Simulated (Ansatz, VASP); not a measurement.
# Two plane-wave programs on BP

Contents of INCAR:

```
ALGO     = Normal         # electronic algorithm
EDIFF    = 1E-6           # SCF threshold, eV
ENCUT    = 520            # plane-wave cutoff, eV
GGA      = PS             # functional
ISIF     = 2              # what is computed and relaxed
ISMEAR   = -1             # smearing method
LASPH    = T              # aspherical terms in the spheres
LCHARG   = F              # write CHGCAR
LREAL    = F              # projectors in reciprocal space
LWAVE    = F              # write WAVECAR
NBANDS   = 11             # bands
NELM     = 100            # most SCF steps
PREC     = Accurate       # precision mode
SIGMA    = 0.02           # smearing width, eV
```

Contents of KPOINTS:

```
k-points
0
Gamma
  6 6 6
```

File POSCAR:

```
BP
1.0
    2.7080526412      0.0000000000      0.0000000000
    0.0000000000      2.7080526412      0.0000000000
    0.0000000000      0.0000000000      2.7080526412
B P
1 1
Direct
    0.0000000000      0.0000000000      0.0000000000
    0.5000000000      0.5000000000      0.5000000000
```

Input for Ansatz:

```yaml
crystal:
  lattice:
    - [2.7080526412, 0.0, 0.0]
    - [0.0, 2.7080526412, 0.0]
    - [0.0, 0.0, 2.7080526412]
  atoms:
    - { symbol: B, position: [0.0, 0.0, 0.0] }
    - { symbol: P, position: [0.5, 0.5, 0.5] }
kpoints:
  mp_grid: { grid: [6, 6, 6] }
hamiltonian:
  xc: pbesol
scf:
  occupations: { method: fermi_dirac, width: 0.02 }
  n_extra_bands: 4
output:
  forces: true
  stress: true
  eigenvalues: true
```

The cell was built by a generator and needn't be a form met in nature.

Alike in both runs: task single point; functional PBEsol; k mesh 6 × 6 × 6; occupations fermi-dirac, width 0.02 eV; no spin polarisation.

|  | VASP | Ansatz |
| --- | --- | --- |
| version | VASP 6.6.1 | Ansatz 0.2.0 |
| potentials or method | VASP PAW PBE potentials, release 64 (B, P) | plane waves, PAW |
| plane-wave cutoff (eV) | 520 | 420 |
| valence electrons in the cell | 8 | 8 |

Ansatz gave:

```
pressure (GPa) : 0.4
```

Task: What did VASP give for the same quantities?

Result: Pressure (GPa): 0.6.

Caveats: the k mesh is coarse (spacing up to 0.39 Å⁻¹), so the values aren't converged; the PAW data sets were made with another functional, which shifts forces and pressure a little (VASP).
